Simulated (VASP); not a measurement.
Energy against volume of ZnTe (zinc blende). Computed with optB88-vdW, VASP's PBE PAW potentials (set 64) (plane waves; VASP). Run with 520 eV cut-off, 8×8×8 Γ-centred mesh, Gaussian smearing of 0.050 eV, potentials Zn Te.

| V (Å³/atom) | E (eV/atom) |
|---|---|
| 27.566 | -0.00793 |
| 28.446 | -0.02069 |
| 29.326 | -0.02465 |
| 30.205 | -0.02121 |

Problem. Fit these four points and predict the energy of the run at 31.085 Å³/atom.

Solution. A cubic in V^(−2/3), the third-order Birch-Murnaghan form, passes through the four points with V0 = 29.33 Å³/atom and B0 = 45 GPa, and gives -0.0115 eV/atom there. The run gave -0.0115 eV/atom, +0.0 meV/atom from the fit; all five points give B0 = 45 GPa.

The compound is ZnTe in the zinc blende structure. It was relaxed first.
